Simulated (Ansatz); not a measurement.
# SnS2: the cost of one run

Program: Ansatz 0.2.0. Level of theory: DFT PBE+D3(BJ), scalar-relativistic, plane waves, PAW. These are calculated values, not measurements.

5 further runs of the same task are left out: 2 that didn't finish, 3 set aside as unsound or not needed.

### Step 1. The starting structure

The structure is trigonal, space group P-3m1 (No. 164). The conventional cell has a = 3.669 Å, b = 3.669 Å, c = 5.806 Å, α = 90.00°, β = 90.00°, γ = 120.00°. Around Sn (site symmetry -3m) lie 6 S at 2.58 Å. S (site symmetry 3m) is surrounded by 3 Sn at 2.58 Å.

Coordinates:

```xyz
3
Lattice="3.6693 0.0000 0.0000 -1.8346 3.1777 0.0000 0.0000 0.0000 5.8063" Properties=species:S:1:pos:R:3 pbc="T T T"
Sn    0.0000    0.0000    0.0000
S     1.8346    1.0592    1.4783
S     0.0000    2.1185    4.3280
```

It is the result of an earlier relaxation at this level (volume 22.57 Å³/atom; gap on the mesh: 1.25 eV).

### Step 2. Relaxing at 50 GPa

At a set pressure the run lowers the enthalpy E + PV, so the energy alone may rise along the way.

Contents of input.yaml:

```yaml
crystal:
  lattice:
    - [3.6692796055, 0.0, 0.0]
    - [-1.8346398027, 3.1776893519, 0.0]
    - [0.0, 0.0, 5.8062614806]
  atoms:
    - { symbol: Sn, position: [0.0, 0.0, 0.0] }
    - { symbol: S, position: [0.6666666667, 0.3333333333, 0.2546020433] }
    - { symbol: S, position: [0.3333333333, 0.6666666667, 0.7453979567] }
basis:
  ecutwfc: 420
kpoints:
  mp_grid: { grid: [12, 12, 6] }
hamiltonian:
  xc: pbe
  dispersion: d3bj
scf:
  occupations: { method: fixed }
output:
  forces: true
  stress: true
  eigenvalues: true
  write_density: true
  write_potential: true
  elf: true
  volumetric_format: npy
relax:
  adjacent_minimum: "off"
  f_tol: 0.001
  max_steps: 60
  cell: { stress_tol: 0.02, p_target: 50.0 }
```

Launch:

```bash
$ ansatz run input.yaml --threads 1 --pin off --max-ram 3072MiB --backend cpu --events-out ev --progress --plain --runs-dir out
```

**Question.** How long does this run take on 1 thread of Intel Xeon 6975P-C (Granite Rapids), shared host, and how much memory does it need?

About 43 s, with a peak of 0.46 GiB.
